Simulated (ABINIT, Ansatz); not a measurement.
An input for ABINIT 10.8.3 (BeTe (F-43m)):

```
acell 3*1.0 Angstrom
rprim 
  -0.000000000000 2.831458787600 2.831458787600
  2.831458787600 0.000000000000 2.831458787600
  2.831458787600 2.831458787600 0.000000000000
ntypat 2
znucl 4 52
natom 2
typat 1 2
xred 
  0.000000000000 0.000000000000 0.000000000000
  0.750000000000 0.750000000000 0.750000000000
pp_dirpath "pseudos"
pseudos "Be.upf, Te.upf"
ecut 49
ngkpt 6 6 6
nshiftk 1
shiftk 0 0 0
kptopt 1
chksymbreak 0
nband 19
occopt 1
tolvrs 1e-10
nstep 60
prtwf 0
optforces 0
optstress 0
indata_prefix "in"
outdata_prefix "out"
tmpdata_prefix "tmp"
```

```sh
OMP_NUM_THREADS=1 mpirun -n 8 abinit run.abi > log
```

**Question.** How long will it take on 8 MPI ranks of Arm Neoverse N1, shared host, and how much memory?

It took 15 s; on shared hardware allow 7.7 s to 31 s. Peak host memory was 0.66 GiB.

[Paths, hosts, dates, memory and timing lines, banners, echoed tables and standing remarks are left out of the program output.]

[Logs are printed without paths, hosts, clocks, repeated set-up lines and the standing remarks that a program may print on its own settings, such as how far it seeks lower states.]

[Runs of the session that timed out or met a known fault of the program may be left out.]

[Hosts, paths, dates, database ids (printed as entryN), source tags and the programs' standing remarks are cut or masked in the printed files.]

[G0W0 gaps are taken among the corrected bands and points alone; a level outside them can change the order at an edge.]

[Where Ansatz stands beside ABINIT at settings called matched, ABINIT's density can come from a denser mesh and the files from another edition; pairs whose starting gaps differed by over 0.03 eV were left out, so agreement reads better than it is.]
